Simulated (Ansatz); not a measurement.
Runs of Ansatz 0.2.0 on Pb. All rows change the cell; the cell of one of them follows. It takes space group Im-3m (No. 229, cubic). The conventional cell has a = 4.011 Å, b = 4.011 Å, c = 4.011 Å, α = 90.00°, β = 90.00°, γ = 90.00°. Pb (site symmetry m-3m) has 8 Pb at 3.47 Å as nearest neighbours. This isn't the form of Pb at room conditions, which is fcc.

```tsv
task	level	potentials or basis	spin	cell	k mesh	cutoff (eV)	smearing	other keys	gap on the mesh (eV)	pressure (GPa)	moment (μB)
density of states	m-r2SCAN	SSSP efficiency PAW	off	volume scaled by 1.04	9 × 9 × 9	544	fermi-dirac 0.01 eV	-	none	(a)	-
relaxation of cell and atoms	RPBE	SSSP precision PAW	collinear, zero start	relaxed from: cell strained at random at fixed volume	7 × 7 × 7	612	fermi-dirac 0.1 eV	scf.convergence.dr2_threshold = 1e-06; relax.f_tol = 0.05; …	-	0.0	0.00
single point	r2SCANh+D3(BJ)	SSSP precision PAW	off	volume scaled by 0.96	7 × 7 × 7	612	fermi-dirac 0.05 eV	-	none	-0.3	-
single point	RPBE	Ansatz PAW	non-collinear, ferromagnetic start, SOC	cell strained at random at fixed volume	7 × 7 × 7	420	fermi-dirac 0.05 eV	-	none	2.7	0.00
```

**Question.** Estimate the missing entries.

**Answer.** (a) -2.0.

Caveats: the thresholds are loose for stress (some runs); the potentials were made for another functional, which shifts forces and pressure (some runs); the plane-wave basis is chosen anew once the cell has moved, so the energies of steps on either side of that aren't comparable (some runs); pairwise dispersion overbinds metals, which lowers pressure and volume (some runs); the dispersion damping was fitted for another functional or another form of the correction (some runs); the PAW data sets come from PBE, with cores solved anew for the run's functional, which leaves a small shift of forces and pressure (some runs); the starting moments weren't kept (some runs).

A k mesh can miss the band edges, and rows without SOC leave out spin-orbit coupling on Pb.

A gap of «none» marks a metal or a gap under the smearing width.

Runs at the PBE level aren't shown here.
